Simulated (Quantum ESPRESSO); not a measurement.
# WS2 (R3m) in Quantum ESPRESSO: notebook, part 3 of 3

Quantum ESPRESSO 7.5. The steps go on from the part before.

### 4 Single point, PBEsol+U, collinear spin, ferromagnetic start

File pw.in:

```
&CONTROL
  calculation = 'scf'
  prefix = 'pwscf'
  outdir = './tmp'
  pseudo_dir = './pseudo'
  tprnfor = .true.
  tstress = .true.
  disk_io = 'low'
/
&SYSTEM
  ibrav = 0
  celldm(1) = 8
  nat = 3
  ntyp = 2
  ecutwfc = 56
  ecutrho = 448
  nbnd = 23
  occupations = 'smearing'
  smearing = 'gaussian'
  degauss = 0.00367493
  nspin = 2
  starting_magnetization(1) = 0.1429
  starting_magnetization(2) = 0
/
&ELECTRONS
  conv_thr = 1.2d-07
  electron_maxstep = 100
  mixing_beta = 0.7
  mixing_ndim = 20
/
ATOMIC_SPECIES
W    183.8400 w_pbesol_v1.2.uspp.F.UPF
S     32.0600 s_pbesol_v1.4.uspp.F.UPF
CELL_PARAMETERS alat
  0.3729847340047   0.2153428358253   1.4558755136778
 -0.3729847340047   0.2153428358253   1.4558755136778
  0.0000000000000  -0.4306856716507   1.4558755136778
ATOMIC_POSITIONS crystal
W      0.0000000000    0.0000000000    0.0000000000
S      0.7503000000    0.7503000000    0.7503000000
S      0.5810000000    0.5810000000    0.5810000000
K_POINTS automatic
7 7 7 0 0 0
HUBBARD {ortho-atomic}
U W-5d 3.0
```

File pp_density.in:

```
&INPUTPP
  prefix = 'pwscf'
  outdir = './tmp'
  filplot = 'density.dat'
  plot_num = 0
/
&PLOT
  nfile = 1
  filepp(1) = 'density.dat'
  iflag = 3
  output_format = 6
  fileout = 'density.cube'
/
```

File pp_potential.in:

```
&INPUTPP
  prefix = 'pwscf'
  outdir = './tmp'
  filplot = 'potential.dat'
  plot_num = 11
/
&PLOT
  nfile = 1
  filepp(1) = 'potential.dat'
  iflag = 3
  output_format = 6
  fileout = 'potential.cube'
/
```

File pp_spin.in:

```
&INPUTPP
  prefix = 'pwscf'
  outdir = './tmp'
  filplot = 'spin.dat'
  plot_num = 6
/
&PLOT
  nfile = 1
  filepp(1) = 'spin.dat'
  iflag = 3
  output_format = 6
  fileout = 'spin.cube'
/
```

Potentials or basis: GBRV 1.5 PBEsol.

Launch:

```sh
> OMP_NUM_THREADS=1 mpirun -n 2 pw.x -nk 2 -in pw.in > pw.out
> OMP_NUM_THREADS=1 mpirun -n 1 pp.x -in pp_density.in > pp_density.out
> OMP_NUM_THREADS=1 mpirun -n 1 pp.x -in pp_potential.in > pp_potential.out
> OMP_NUM_THREADS=1 mpirun -n 1 pp.x -in pp_spin.in > pp_spin.out
```

pw.out:

```text
This program is part of the open-source Quantum ESPRESSO suite
     for quantum simulation of materials; please cite
[... 13 lines left out ...]
     --------------------
     sticks:   dense  smooth     PW     G-vecs:    dense   smooth      PW
     Sum        2491    1251    407                57493    20353    3733

     Using Slab Decomposition

     bravais-lattice index     =            0
     lattice parameter (alat)  =       8.0000  a.u.
     unit-cell volume          =     359.2253 (a.u.)^3
     number of atoms/cell      =            3
     number of atomic types    =            2
     number of electrons       =        26.00
     number of Kohn-Sham states=           23
     kinetic-energy cutoff     =      56.0000  Ry
     charge density cutoff     =     448.0000  Ry
     scf convergence threshold =      1.2E-07
     mixing beta               =       0.7000
     number of iterations used =           20  plain     mixing
     Exchange-correlation= SLA  PW   PSX  PSC
                           (   1   4  10   8   0   0   0)
     Hubbard projectors: ortho-atomic
     Hubbard parameters of DFT+U (Dudarev formulation) in eV:
     U(W-5d) =  3.0000

     Internal variables: lda_plus_u =T, lda_plus_u_kind = 0

     Internal variables: orbital_resolved =F, hub_pot_fix =F, apply_U = F

     celldm(1)=   8.000000  celldm(2)=   0.000000  celldm(3)=   0.000000
     celldm(4)=   0.000000  celldm(5)=   0.000000  celldm(6)=   0.000000

     crystal axes: (cart. coord. in units of alat)
               a(1) = (   0.372985   0.215343   1.455876 )
               a(2) = (  -0.372985   0.215343   1.455876 )
               a(3) = (   0.000000  -0.430686   1.455876 )

     reciprocal axes: (cart. coord. in units 2 pi/alat)
               b(1) = (  1.340537  0.773960  0.228957 )
               b(2) = ( -1.340537  0.773960  0.228957 )
               b(3) = (  0.000000 -1.547919  0.228957 )

     PseudoPot. # 1 for W  read from file:
     w_pbesol_v1.2.uspp.F.UPF
     Pseudo is Ultrasoft + core correction, Zval = 14.0
     Generated by new atomic code, or converted to UPF format
     Using radial grid of  923 points,  8 beta functions with:
                l(1) =   0
                l(2) =   0
                l(3) =   0
                l(4) =   1
                l(5) =   1
                l(6) =   2
                l(7) =   2
                l(8) =   3
     Q(r) pseudized with  6 coefficients,  rinner =    1.350   1.350   1.350
                                                       1.350   1.350   1.350
                                                       1.350

     PseudoPot. # 2 for S  read from file:
     s_pbesol_v1.4.uspp.F.UPF
     Pseudo is Ultrasoft + core correction, Zval =  6.0
     Generated by new atomic code, or converted to UPF format
     Using radial grid of  907 points,  6 beta functions with:
                l(1) =   0
                l(2) =   0
                l(3) =   1
                l(4) =   1
                l(5) =   2
                l(6) =   2
     Q(r) pseudized with  8 coefficients,  rinner =    1.300   1.300   1.300
                                                       1.300   1.300

     atomic species   valence    mass     pseudopotential
     W                14.00   183.84000     W ( 1.00)
     S                 6.00    32.06000     S ( 1.00)

     Starting magnetic structure
     atomic species   magnetization
     W               0.143
     S               0.000

      6 Sym. Ops. (no inversion) found

   Cartesian axes

     site n.     atom                  positions (alat units)
         1        W      tau(   1) = (   0.0000000   0.0000000   0.0000000  )
         2        S      tau(   2) = (  -0.0000000  -0.0000000   3.2770302  )
         3        S      tau(   3) = (   0.0000000  -0.0000000   2.5375910  )

     number of k points=    44  Gaussian smearing, width (Ry)=  0.0037
                       cart. coord. in units 2pi/alat
        k(    1) = (   0.0000000   0.0000000   0.0000000), wk =   0.0029155
        k(    2) = (   0.0000000  -0.2211313   0.0327082), wk =   0.0174927
        k(    3) = (   0.0000000  -0.4422627   0.0654164), wk =   0.0174927
[... 89 lines left out ...]
       0.000  0.000  0.000  0.000  0.000
       0.000  0.000  0.000  0.000  0.000
       0.000  0.000  0.000  0.000  0.000

     Number of occupied Hubbard levels =    3.9000

     Atomic wfc used for Hubbard projectors are orthogonalized

     Starting wfcs are   21 randomized atomic wfcs +    2 random wfcs

     Self-consistent Calculation

     iteration #  1     ecut=    56.00 Ry     beta= 0.70
     Davidson diagonalization with overlap
     ethr =  1.00E-02,  avg # of iterations =  5.7

     =================== HUBBARD OCCUPATIONS ===================
     ------------------------ ATOM    1 ------------------------
     Tr[ns(  1)] (up, down, total) =   2.69702  1.87797  4.57499
     Atomic magnetic moment for atom   1 =   0.81904
     SPIN  1
     eigenvalues:
       0.501  0.501  0.538  0.538  0.619
     eigenvectors (columns):
      -0.000 -0.000 -0.000  0.000  1.000
       0.954  0.299  0.011 -0.021  0.000
      -0.299  0.954  0.021  0.011  0.000
       0.007 -0.023  0.879  0.476  0.000
[... 10 lines left out ...]
     eigenvectors (columns):
      -0.000  0.000  0.000  0.000  1.000
       0.958 -0.285  0.012  0.022  0.000
      -0.285 -0.958  0.022 -0.012  0.000
      -0.007 -0.024 -0.867  0.497  0.000
       0.024 -0.007 -0.497 -0.867  0.000
     occupation matrix ns (before diag.):
       0.418  0.000  0.000  0.000  0.000
       0.000  0.332  0.000 -0.000 -0.002
       0.000  0.000  0.332 -0.002  0.000
       0.000 -0.000 -0.002  0.399 -0.000
       0.000 -0.002  0.000 -0.000  0.399

     Number of occupied Hubbard levels =    4.5750

     Threshold (ethr) on eigenvalues was too large:
     Diagonalizing with lowered threshold

     Davidson diagonalization with overlap
     ethr =  4.48E-04,  avg # of iterations =  2.6

     negative rho (up, down):  3.498E-02 3.038E-02
[... 91 lines left out ...]
     iteration #  9     ecut=    56.00 Ry     beta= 0.70
     Davidson diagonalization with overlap
     ethr =  5.01E-09,  avg # of iterations =  4.0

     negative rho (up, down):  3.369E-02 3.369E-02

     Magnetic moment per site  (integrated on atomic sphere of radius R)
     atom   1 (R=0.233)  charge= 10.3531  magn=  0.0004
     atom   2 (R=0.233)  charge=  4.1326  magn= -0.0003
     atom   3 (R=0.233)  charge=  4.1073  magn= -0.0003

     End of self-consistent calculation

     =================== HUBBARD OCCUPATIONS ===================
     ------------------------ ATOM    1 ------------------------
     Tr[ns(  1)] (up, down, total) =   2.42699  2.42637  4.85337
     Atomic magnetic moment for atom   1 =   0.00062
     SPIN  1
     eigenvalues:
       0.447  0.447  0.488  0.488  0.558
     eigenvectors (columns):
      -0.000  0.000  0.000  0.000  1.000
       0.959 -0.282  0.013  0.024  0.000
      -0.282 -0.959  0.024 -0.013  0.000
      -0.008 -0.026 -0.878  0.477  0.000
       0.026 -0.008 -0.477 -0.878  0.000
     occupation matrix ns (before diag.):
       0.558  0.000  0.000  0.000  0.000
       0.000  0.447  0.000 -0.000 -0.001
[... 6 lines left out ...]
     eigenvectors (columns):
      -0.000  0.000  0.000  0.000  1.000
       0.959 -0.282  0.013  0.024  0.000
      -0.282 -0.959  0.024 -0.013  0.000
      -0.008 -0.027 -0.878  0.477  0.000
       0.027 -0.008 -0.477 -0.878  0.000
     occupation matrix ns (before diag.):
       0.558  0.000  0.000  0.000  0.000
       0.000  0.447  0.000 -0.000 -0.001
       0.000  0.000  0.447 -0.001  0.000
       0.000 -0.000 -0.001  0.487 -0.000
       0.000 -0.001  0.000 -0.000  0.487

     Number of occupied Hubbard levels =    4.8534

 ------ SPIN UP ------------

          k = 0.0000 0.0000 0.0000 (  2547 PWs)   bands (ev):

   -62.9856 -27.2335 -27.0763 -27.0763  -3.9899  -1.9660   3.9256   8.1285
     8.1285   9.4597   9.4597  10.1023  10.3518  13.9201  13.9201  14.2336
    14.2336  16.2807  19.3568  20.0281  21.5350  21.5351  23.4654
[... 255 lines left out ...]
   -62.9818 -27.2207 -27.1466 -27.0925  -3.4247  -2.2499   5.3392   7.2927
     7.4010   8.4355   9.0129   9.3899  10.9688  13.7836  13.7998  13.9658
    14.6364  17.8833  20.0396  20.7751  21.4839  22.2190  22.6563

 ------ SPIN DOWN ----------

          k = 0.0000 0.0000 0.0000 (  2547 PWs)   bands (ev):

   -62.9852 -27.2325 -27.0759 -27.0759  -3.9905  -1.9669   3.9255   8.1280
     8.1280   9.4609   9.4609  10.1021  10.3520  13.9210  13.9210  14.2331
    14.2331  16.2804  19.3573  20.0281  21.5350  21.5350  23.4654
[... 255 lines left out ...]
   -62.9814 -27.2198 -27.1461 -27.0921  -3.4254  -2.2506   5.3390   7.2925
     7.4013   8.4350   9.0141   9.3901  10.9690  13.7831  13.8007  13.9660
    14.6375  17.8828  20.0398  20.7751  21.4841  22.2189  22.6565

     the Fermi energy is    11.8622 ev

!    total energy              =    -206.99201642 Ry
     estimated scf accuracy    <       0.00000007 Ry
     smearing contrib. (-TS)   =      -0.00000000 Ry
     internal energy E=F+TS    =    -206.99201642 Ry

     The total energy is F=E-TS. E is the sum of the following terms:
     one-electron contribution =     -80.54439814 Ry
     hartree contribution      =      51.04690546 Ry
     xc contribution           =     -57.84181365 Ry
     ewald contribution        =    -119.92628466 Ry
     Hubbard energy            =       0.27357456 Ry

     total magnetization       =     0.00 Bohr mag/cell
     absolute magnetization    =     0.00 Bohr mag/cell

     convergence has been achieved in   9 iterations

     negative rho (up, down):  3.369E-02 3.369E-02

     Forces acting on atoms (cartesian axes, Ry/au):

     atom    1 type  1   force =    -0.00000000   -0.00000000   -0.02360707
     atom    2 type  2   force =    -0.00000000   -0.00000000    0.01097380
     atom    3 type  2   force =     0.00000000   -0.00000000    0.01263326

     Total force =     0.028936     Total SCF correction =     0.000400

     Computing stress (Cartesian axis) and pressure

     negative rho (up, down):  3.369E-02 3.369E-02
          total   stress  (Ry/bohr**3)                   (kbar)     P=       -1.65
  -0.00003255  -0.00000000   0.00000000           -4.79       -0.00        0.00
  -0.00000000  -0.00003255  -0.00000000           -0.00       -4.79       -0.00
   0.00000000  -0.00000000   0.00003142            0.00       -0.00        4.62

=------------------------------------------------------------------------------=
   JOB DONE.
=------------------------------------------------------------------------------=
```

Run time: 1.7 min. Hardware: 2 MPI ranks of Intel Xeon 6975P-C (Granite Rapids), shared host; peak memory 0.7 GiB.

What came out:

* Free energy: -2816.2699 eV
* Pressure: -0.2 GPa
* Largest force: 0.607 eV/Å
* Band gap on the k mesh: 1.19 eV, indirect (least direct gap 2.34 eV)
* Net moment: 0.00 μB per cell
* Absolute moment: 0.00 μB per cell
* Valence electrons inside the program's atomic spheres: W 10.35; S 4.13, 4.11

Forces in eV/Å, atoms in the order of the input:
```
W    0.000  0.000 -0.607
S    0.000  0.000  0.282
S    0.000  0.000  0.325
```

Levels at points of the mesh, in eV from the valence-band top:
Spin up:
```tsv
k point	band 11	band 12	band 13	band 14	band 15	band 16
(0.00, 0.00, 0.00)	-2.09	-1.45	-1.20	2.37	2.37	2.68
```
Spin down:
| k point | band 9 | band 10 | band 11 | band 12 | band 13 | band 14 | band 15 | band 16 | band 17 | band 18 |
| --- | --- | --- | --- | --- | --- | --- | --- | --- | --- | --- |
| (0.00, 0.00, 0.00) | -3.42 | -2.09 | -2.09 | -1.45 | -1.20 | 2.37 | 2.37 | 2.68 | 2.68 | 4.73 |

Eigenvalues of the final occupation matrices:
```
  site  spin  trace               eigenvalues
W 1 5d     1   2.43  0.45 0.45 0.49 0.49 0.56
W 1 5d     2   2.43  0.45 0.45 0.49 0.49 0.56
```

Caveat: spin-orbit coupling is left out, which moves the levels of the heavy elements; an odd mesh through Γ misses points on the zone boundary, where band edges often lie.

### 5 Single point, PBEsol+U, collinear spin, ferromagnetic start

Edit pw.in of step 4 so:

```diff
@@ -7,3 +7,3 @@
   tstress = .true.
-  disk_io = 'low'
+  disk_io = 'nowf'
 /
@@ -11,3 +11,2 @@
   ibrav = 0
-  celldm(1) = 8
   nat = 3
@@ -33,6 +32,6 @@
 S     32.0600 s_pbesol_v1.4.uspp.F.UPF
-CELL_PARAMETERS alat
-  0.3729847340047   0.2153428358253   1.4558755136778
- -0.3729847340047   0.2153428358253   1.4558755136778
-  0.0000000000000  -0.4306856716507   1.4558755136778
+CELL_PARAMETERS angstrom
+   1.5790001700    0.9116361700    6.1633291500
+  -1.5790001700    0.9116361700    6.1633291500
+   0.0000000000   -1.8232723400    6.1633291500
 ATOMIC_POSITIONS crystal
@@ -44,2 +43,2 @@
 HUBBARD {ortho-atomic}
-U W-5d 3.0
+U W-5d 4.0
```

Launch:

```sh
> OMP_NUM_THREADS=1 mpirun -n 2 pw.x -nk 2 -in pw.in > pw.out
```

Run time: 1.8 min. Hardware: 2 MPI ranks of Intel Xeon 6975P-C (Granite Rapids), shared host; peak memory 0.72 GiB.

Results (log left out):

| Property | Result |
| --- | --- |
| Free energy | -2815.0300 eV |
| Pressure | 0.0 GPa |
| Largest force | 0.608 eV/Å |
| Band gap on the k mesh | 1.23 eV, indirect (least direct gap 2.29 eV) |
| Net moment | 0.00 μB per cell |
| Absolute moment | 0.00 μB per cell |
| Valence electrons inside the program's atomic spheres | W 10.35; S 4.13, 4.11 |

Forces on the atoms (eV/Å):
```
W    0.000  0.000 -0.608
S    0.000  0.000  0.289
S    0.000  0.000  0.319
```

Stress tensor (GPa, compression positive):
```
-0.30  0.00  0.00
 0.00 -0.30  0.00
 0.00  0.00  0.53
```

Levels at points of the mesh, in eV from the valence-band top:
Spin up:
```csv
k point,band 10,band 11,band 12,band 13,band 14,band 15,band 16,band 17
"(0.00, 0.00, 0.00)",-2.01,-2.01,-1.41,-1.19,2.45,2.45,2.74,2.74
```
Spin down:
```
           k point  band 10  band 11  band 12  band 13  band 14  band 15  band 16  band 17
(0.00, 0.00, 0.00)    -2.01    -2.01    -1.42    -1.19     2.44     2.44     2.74     2.74
```

Eigenvalues of the final occupation matrices:
| site | spin | trace | eigenvalues |
| --- | --- | --- | --- |
| W 1 5d | 1 | 2.42 | 0.44 0.44 0.49 0.49 0.57 |
| W 1 5d | 2 | 2.43 | 0.44 0.44 0.49 0.49 0.57 |

Caveat: spin-orbit coupling is left out, which moves the levels of the heavy elements; an odd mesh through Γ misses points on the zone boundary, where band edges often lie.

### 6 Overview

```csv
U,gap on the mesh (eV),pressure (GPa),moment (μB),largest force (eV/Å)
W d U = 1 eV,1.12,-0.3,0.00,0.60
W d U = 2 eV,1.15,-0.3,0.00,0.60
W d U = 3 eV,1.19,-0.2,0.00,0.61
W d U = 4 eV,1.23,0.0,0.00,0.61
```

Alike in all rows: task single point; level PBEsol+U; potentials or basis GBRV 1.5 PBEsol; spin collinear, ferromagnetic start; cell as given; k mesh 7 × 7 × 7; cutoff (eV) 762; smearing gaussian 0.05 eV.

On the cell as given the gap runs from 1.12 eV (PBEsol+U) to 1.23 eV (PBEsol+U).

Caveats: spin-orbit coupling is left out, which moves the levels of the heavy elements; an odd mesh through Γ misses points on the zone boundary, where band edges often lie.

Absolute energies hang on the potentials; compare differences alone.
